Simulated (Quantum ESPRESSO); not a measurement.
**TiAl3 under changes of volume**

One of the cells (15.634 Å³/atom); the others are scaled copies at fixed shape and fractional positions:

```
Ti Al
1.0
    -1.91111    1.91111    4.28067
     1.91111   -1.91111    4.28067
     1.91111    1.91111   -4.28067
Ti Al
1 3
Direct
  0.00000 0.00000 0.00000
  0.25000 0.75000 0.50000
  0.75000 0.25000 0.50000
  0.50000 0.50000 0.00000
```

The cell comes from a database or a generator and needn't be the stable form of this composition.

```yaml
Program: Quantum ESPRESSO 7.5
Functional: PBE
Potentials_or_basis: SSSP 1.3 efficiency PBE
Cutoff: 748 eV
Density_cutoff: 5987 eV
k_mesh: 10 × 10 × 10
Occupations: fermi-dirac, width 0.05 eV
Spin: no spin polarisation
```

```tsv
volume (Å³/atom)	energy over the lowest point (meV/atom)	pressure (GPa)
14.696	36.34	10.1
15.009	19.56	7.2
15.322	?	?
15.634	1.88	2.1
15.947	0.00	-0.1
16.260	2.17	-2.1
16.572	8.00	-3.9
```

Problem. What does the run at 15.322 Å³/atom give?

Solution. Energy over the lowest point 8.25 meV/atom; pressure 4.5 GPa.

Worked out: A Birch-Murnaghan fit of order 3 (a polynomial in V^(-2/3)) to the other rows has its minimum at 15.93 Å³/atom with B0 = V·E''(V) = 106 GPa and B' = 4.0 at fixed shape and positions, which overstates the stiffness. It gives 8.24 meV/atom at 15.322 Å³/atom, against the run's 8.25, and -dE/dV = 4.5 GPa, against 4.5.

Energies are extrapolated to zero smearing.
